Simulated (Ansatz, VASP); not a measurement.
# InGaP2 in two plane-wave programs, part 2 of 2

Aim: how closely do two programs agree when they are given the same cell, functional and k mesh? The cell is taken from a series of runs on this material, whose earlier steps may have relaxed, scaled, displaced or heated it; both programs get it as it stands.

VASP 6.6.1 and Ansatz 0.2.0.

So far. Step 2 (VASP: single point, PBEsol, spin-orbit coupling): The run ends at a pressure of -0.17 GPa, with forces up to 0.0064 eV/Å.

## Step 3: Ansatz: single point, PBEsol, spin-orbit coupling

Level of this step: Ansatz beside VASP: Kohn-Sham DFT, plane waves, PBEsol, spin-orbit coupling (Ansatz).

Ansatz runs on its PAW fully relativistic soft_1 files.

The same cell, functional, mesh and smearing now go to Ansatz, which takes its cutoff from its data sets.

The input, input.yaml:

```yaml
crystal:
  lattice:
    - [3.9927471982, 0.0, 0.0]
    - [0.0, 3.9944829234, 0.0]
    - [0.0, 0.0, 17.0516838256]
  atoms:
    - { symbol: Ga, position: [0.0, 0.0, 0.0394086134] }
    - { symbol: P, position: [0.5, 0.0, 0.11641432] }
    - { symbol: Ga, position: [0.5, 0.5, 0.1932610037] }
    - { symbol: P, position: [0.0, 0.5, 0.2701560746] }
    - { symbol: Ga, position: [0.0, 0.0, 0.3470791767] }
    - { symbol: P, position: [0.5, 0.0, 0.4232672161] }
    - { symbol: In, position: [0.5, 0.5, 0.513662467] }
    - { symbol: P, position: [0.0, 0.5, 0.6034271711] }
    - { symbol: In, position: [0.0, 0.0, 0.6931822918] }
    - { symbol: P, position: [0.5, 0.0, 0.7830200075] }
    - { symbol: In, position: [0.5, 0.5, 0.8727025445] }
    - { symbol: P, position: [0.0, 0.5, 0.9632052681] }
kpoints:
  mp_grid: { grid: [6, 6, 2] }
  band_path:
    path:
      - [0.0, 0.0, 0.0]
      - [0.5, 0.0, 0.0]
      - [0.5, 0.5, 0.0]
      - [0.0, 0.5, 0.0]
      - [0.0, 0.0, 0.5]
      - [0.5, 0.0, 0.5]
      - [0.5, 0.5, 0.5]
      - [0.0, 0.5, 0.5]
    npoints: 1
hamiltonian:
  xc: pbesol
  pseudopotentials: { kind: paw_fr, azcp: { folder: soft_1 }, xc_functional: pbe }
scf:
  occupations: { method: fermi_dirac, width: 0.02 }
  n_extra_bands: 16
magnetization:
  noncollinear: true
  spin_orbit: true
output:
  eigenvalues: true
```

Command:

```sh
> ansatz run input.yaml --threads 4 --pin off --max-ram 17510MiB --backend cpu --events-out ev --progress --plain --runs-dir out
```

Numbers of over 12 decimals in the logs are rounded to 6 here.

Output:

```text
scf.n_extra_bands = 16 over 108 filled bands (N_el = 108.0): the run solves 124 bands
Engine: ansatz 0.2.0, aarch64-unknown-linux-gnu
Pseudopotentials: kind: paw_fr
Pseudopotential: Ga, paw, valence charge 13, recommended cutoff 420 eV (normal), soft_1/Ga.paw.azcp
Pseudopotential: P, paw, valence charge 5, recommended cutoff 420 eV (normal), soft_1/P.paw.azcp
Pseudopotential: In, paw, valence charge 13, recommended cutoff 420 eV (normal), soft_1/In.paw.azcp
Functional definition: PBEsol
  exchange = pbesol_x
  correlation = pbesol_c
non-collinear run that drives no moment, with spin-orbit: no starting moment large enough to seed its density (crystal.atoms[].spin), no starting occupations that ask for one, no magnetisation constraint and no magnetic field, so the semilocal B_xc is pinned to zero
Crystal: 12 atoms, lattice volume = 271.957 Å³
Basis set: ecut = 420 eV, 5313 PW (Γ)
Bands: 124, of which v1, the nominal top of the filled ones, is band 108 counted from 1 (107 counted from 0)
Symmetry: 4 space group operations + 4 with time reversal
Magnetic group: BNS 25.58 (UNI 156), of the structure as read, at distance tolerance 6.5e-5 Å
k-points: 32 of 72
Projection manifold: j_resolved (fully-relativistic pseudo-atomic orbitals)
Non-local potential: Ga, projectors of the file, resolved by j, l = 0: 2, l = 1: 4, l = 2: 6, l = 3: 2
Non-local potential: P, projectors of the file, resolved by j, l = 0: 2, l = 1: 4, l = 2: 2
Non-local potential: In, projectors of the file, resolved by j, l = 0: 2, l = 1: 4, l = 2: 4, l = 3: 2
PAW form: soft (Blöchl's): semilocal exchange-correlation on the pseudo side does not see the compensation charge
PAW frozen core: Ga, regenerated for the run's functional, and the local potential with it (the file was generated under x = pbe(κ = 0.804, μ = 0.219515), c = pbe(β = 0.066725))
PAW frozen core: P, regenerated for the run's functional, and the local potential with it (the file was generated under x = pbe(κ = 0.804, μ = 0.219515), c = pbe(β = 0.066725))
PAW frozen core: In, regenerated for the run's functional, and the local potential with it (the file was generated under x = pbe(κ = 0.804, μ = 0.219515), c = pbe(β = 0.066725))
PAW one-centre angular grid: Ga, 590 points (default); XC on 64 Gauss nodes
PAW one-centre angular grid: P, 110 points (default); XC on 64 Gauss nodes
PAW one-centre angular grid: In, 590 points (default); XC on 64 Gauss nodes
Initial density: superposition of atomic densities (chi_scale 0.1, normalization cell, long waves kept (reshape's long-wave potential 0.43 eV rms))
Initial wavefunctions: pseudopotential atomic-orbital guess
Functional: x = pbesol(κ = 0.804, μ = 0.123457), c = pbesol(β = 0.046)
SCF iter   1: F=—  HF=-32256.754200 eV  |F-HF|=—  |Δ(HF+E_count)|=         —  Δρ=3.83e-2  dr2=4.95e0  dr2_m=0.00e0 (ungated)  ethr=3.10e-3  |M|=0.00e0 ∫|m|=0.00e0 μB  |m|>n=0.0e0 m-floor=0.0e0 τ_xc=0.0e0  β_m=0.30  ⟨swp⟩=7.9  Hψ=21168  notcnv=0  defer=22
preconditioner: auto → Resta (q_TF=auto, 2.339 Å⁻¹)  ε∞=4.4  [insulator: Δε(μ)=1.031 eV  Ē_g=12.754 eV  σ=0.020 eV  W_gap=1.00  n_scr=60 (ndim 8)  ℏωp=23.4 eV  f_vac=0.000  D(μ)=0.00/eV (n_scr^D=0)  ε∞_Penn≈4.4]
spin=Noncollinear: Resta preconditioning applied to the charge; magnetization (m_x, m_y, m_z) channels mix plain (no charge-response kernel on spin).
SCF iter   2: F=—  HF=-32256.009207 eV  |F-HF|=—  |Δ(HF+E_count)|=   7.45e-1  Δρ=2.81e-2  dr2=2.13e0  dr2_m=0.00e0 (ungated)  ethr=3.10e-3  |M|=0.00e0 ∫|m|=0.00e0 μB  |m|>n=0.0e0 m-floor=0.0e0 τ_xc=0.0e0  β_m=0.58  ⟨swp⟩=2.3  Hψ=4862  notcnv=0  defer=284
SCF iter   3: F=—  HF=-32255.549879 eV  |F-HF|=—  |Δ(HF+E_count)|=   4.59e-1  Δρ=5.84e-3  dr2=1.00e-1  dr2_m=0.00e0 (ungated)  ethr=1.97e-3  |M|=0.00e0 ∫|m|=0.00e0 μB  |m|>n=0.0e0 m-floor=0.0e0 τ_xc=0.0e0  β_m=0.63  ⟨swp⟩=3.1  Hψ=5301  notcnv=0  defer=284
SCF iter   4: F=—  HF=-32255.530935 eV  |F-HF|=—  |Δ(HF+E_count)|=   1.89e-2  Δρ=2.46e-3  dr2=1.90e-2  dr2_m=0.00e0 (ungated)  ethr=9.30e-5  |M|=0.00e0 ∫|m|=0.00e0 μB  |m|>n=0.0e0 m-floor=0.0e0 τ_xc=0.0e0  β_m=0.58  ⟨swp⟩=3.6  Hψ=8576  notcnv=0  defer=276
SCF iter   5: F=—  HF=-32255.526861 eV  |F-HF|=—  |Δ(HF+E_count)|=   4.07e-3  Δρ=1.00e-3  dr2=3.09e-3  dr2_m=0.00e0 (ungated)  ethr=1.76e-5  |M|=0.00e0 ∫|m|=0.00e0 μB  |m|>n=0.0e0 m-floor=0.0e0 τ_xc=0.0e0  β_m=0.79  ⟨swp⟩=2.0  Hψ=7384  notcnv=0  defer=276
SCF iter   6: F=—  HF=-32255.529378 eV  |F-HF|=—  |Δ(HF+E_count)|=   2.52e-3  Δρ=2.66e-4  dr2=1.76e-4  dr2_m=0.00e0 (ungated)  ethr=2.86e-6  |M|=0.00e0 ∫|m|=0.00e0 μB  |m|>n=0.0e0 m-floor=0.0e0 τ_xc=0.0e0  β_m=0.89  ⟨swp⟩=2.4  Hψ=6274  notcnv=0  defer=276
SCF iter   7: F=—  HF=-32255.529543 eV  |F-HF|=—  |Δ(HF+E_count)|=   1.65e-4  Δρ=3.88e-5  dr2=8.60e-6  dr2_m=0.00e0 (ungated)  ethr=1.63e-7  |M|=0.00e0 ∫|m|=0.00e0 μB  |m|>n=0.0e0 m-floor=0.0e0 τ_xc=0.0e0  β_m=0.87  ⟨swp⟩=2.6  Hψ=7301  notcnv=0  defer=276
SCF iter   8: F=—  HF=-32255.529635 eV  |F-HF|=—  |Δ(HF+E_count)|=   9.19e-5  Δρ=1.76e-5  dr2=1.45e-6  dr2_m=0.00e0 (ungated)  ethr=7.96e-9  |M|=0.00e0 ∫|m|=0.00e0 μB  |m|>n=0.0e0 m-floor=0.0e0 τ_xc=0.0e0  β_m=0.91  ⟨swp⟩=2.5  Hψ=6984  notcnv=0  defer=276
SCF iter   9: F=—  HF=-32255.529636 eV  |F-HF|=—  |Δ(HF+E_count)|=   5.75e-7  Δρ=5.18e-6  dr2=1.35e-7  dr2_m=0.00e0 (ungated)  ethr=1.34e-9  |M|=0.00e0 ∫|m|=0.00e0 μB  |m|>n=0.0e0 m-floor=0.0e0 τ_xc=0.0e0  β_m=0.95  ⟨swp⟩=2.2  Hψ=6771  notcnv=0  defer=276
SCF iter  10: F=-32255.529636 eV  HF=-32255.529636 eV  |F-HF|=1.39e-8  |Δ(HF+E_count)|=   7.29e-8  Δρ=1.91e-6  dr2=2.40e-8  dr2_m=0.00e0 (ungated)  ethr=9.26e-11  |M|=0.00e0 ∫|m|=0.00e0 μB  |m|>n=0.0e0 m-floor=0.0e0 τ_xc=0.0e0  ⟨swp⟩=13.9  Hψ=16958  notcnv=0
SCF 1 converged in 10 iterations: F = -32255.529636 eV  dr2 = 2.40e-8
  greatest PAW one-centre occupation: 0.994 electrons in one spin orbital (limit 2), on the Ga atom at site 0 (counted from 0), in its partial waves of l = 2
NSCF: frozen V_eff on 8 k-points
SCF converged after 10 iterations
Magnetization: |M| = 0.0000 μB,  M = (+0.0000, +0.0000, +0.0000) μB
Absolute magnetization: 0.0000 μB (∫|m|)
  site 0: m = (+0.0000, +0.0000, +0.0000) μB, |m| = 0.0000 μB  (R = 0.98 Å)
  site 1: m = (+0.0000, +0.0000, +0.0000) μB, |m| = 0.0000 μB  (R = 0.99 Å)
  site 2: m = (+0.0000, +0.0000, +0.0000) μB, |m| = 0.0000 μB  (R = 0.99 Å)
  site 3: m = (+0.0000, +0.0000, +0.0000) μB, |m| = 0.0000 μB  (R = 0.99 Å)
  site 4: m = (+0.0000, +0.0000, +0.0000) μB, |m| = 0.0000 μB  (R = 0.98 Å)
  site 5: m = (+0.0000, +0.0000, +0.0000) μB, |m| = 0.0000 μB  (R = 0.98 Å)
  site 6: m = (+0.0000, +0.0000, +0.0000) μB, |m| = 0.0000 μB  (R = 1.04 Å)
  site 7: m = (+0.0000, +0.0000, +0.0000) μB, |m| = 0.0000 μB  (R = 1.04 Å)
  site 8: m = (+0.0000, +0.0000, +0.0000) μB, |m| = 0.0000 μB  (R = 1.04 Å)
  site 9: m = (+0.0000, +0.0000, +0.0000) μB, |m| = 0.0000 μB  (R = 1.04 Å)
  site 10: m = (+0.0000, +0.0000, +0.0000) μB, |m| = 0.0000 μB  (R = 1.04 Å)
  site 11: m = (+0.0000, +0.0000, +0.0000) μB, |m| = 0.0000 μB  (R = 0.98 Å)
Free energy (F): -32255.529636 eV
Harris-Foulkes:  -32255.529636 eV  (|F-HF|=1.39e-8)
Internal energy: -32255.529636 eV  (E = F + TS)
E sigma→0 (E₀):  -32255.529636 eV
Fermi energy:    7.544972 eV
--- Per-component energies (eV) ---
  E_band       = -338.987766
  E_kinetic    = 1404.830232
  E_local      = -9312.634389  (includes V_loc(G=0)·N_el)
  E_nonlocal   = 906.878059
  E_hartree    = 4785.097653
  E_xc         = -1045.322685
  E_vxc        = -802.147118  (∫ρ·V_xc dr)
  E_paw        = -21540.486556  (= ΣΔE_a)
  E_vpaw       = -2106.107399  (= ΣTr[D̂ρ^β])
  E_aug_tail   = -0.000237  (compensation charges beyond the density's cutoff)
  E_ewald      = -7457.482099
  E_core_change = 3.590384  (= ΣΔE_core)
  E_smearing   = -0.000000  (= −TS)
  E_closure    = -0.000000  (closes the sum)
  Σ components = -32255.529636   (vs F -32255.529636, Δ=0.00e0)
--- Band table (eV; the first three rows and the last of 32) ---
  k-point 0: bands = [... 104 lower, 7.0352, 7.0352, 7.0809, 7.0809, 8.0070, 8.0070, 8.2951, 8.2951, ... 12 higher]
  k-point 1: bands = [... 104 lower, 6.8487, 6.8487, 6.9067, 6.9067, 8.2903, 8.2903, 8.2954, 8.2954, ... 12 higher]
  k-point 2: bands = [... 104 lower, 6.4471, 6.4696, 6.9581, 6.9666, 8.6119, 8.6149, 9.0223, 9.0232, ... 12 higher]
  k-point 31: bands = [... 104 lower, 4.3278, 4.3278, 4.3703, 4.3703, 8.9728, 8.9728, 8.9819, 8.9819, ... 12 higher]
```

The column dr2 measures how far the density is from self-consistency, as an energy; F and HF (Harris–Foulkes) agree once it is small.

## Step 4: Differences

Known differences besides the potentials themselves: spin-orbit coupling enters by fully relativistic files in Ansatz and inside the spheres in VASP; the cutoff is 420 eV in Ansatz and 400 eV in VASP; Ansatz makes its cores anew for this functional, VASP keeps those of its PBE data sets. Total energies have different zeros and are not compared.

Compared:

```csv
quantity,Ansatz,VASP,difference
gap on the k mesh (eV),0.926,0.929,-0.003
```

A gap on the mesh is an upper bound, since the band edges may lie between its points.

## Step 5: What came out

```json
{"difference in gap on the k mesh (single point, PBEsol, spin-orbit coupling)": "-0.0025 eV"}
```

What this shows: The difference in gap on the k mesh is -0.0025 eV (single point, PBEsol, spin-orbit coupling), within the 0.08 eV picked in this series as the mark of a large difference. How closely two codes agree says nothing of how well the functional describes the real material.

[Lines on the potential files, build, host, timing and source positions are cut from VASP's logs without a mark.]

[Logs are printed without paths, hosts, clocks, repeated set-up lines and the standing remarks that a program may print on its own settings, such as how far it seeks lower states.]

[Hosts, paths, dates, database ids (printed as entryN), source tags and the programs' standing remarks are cut or masked in the printed files.]
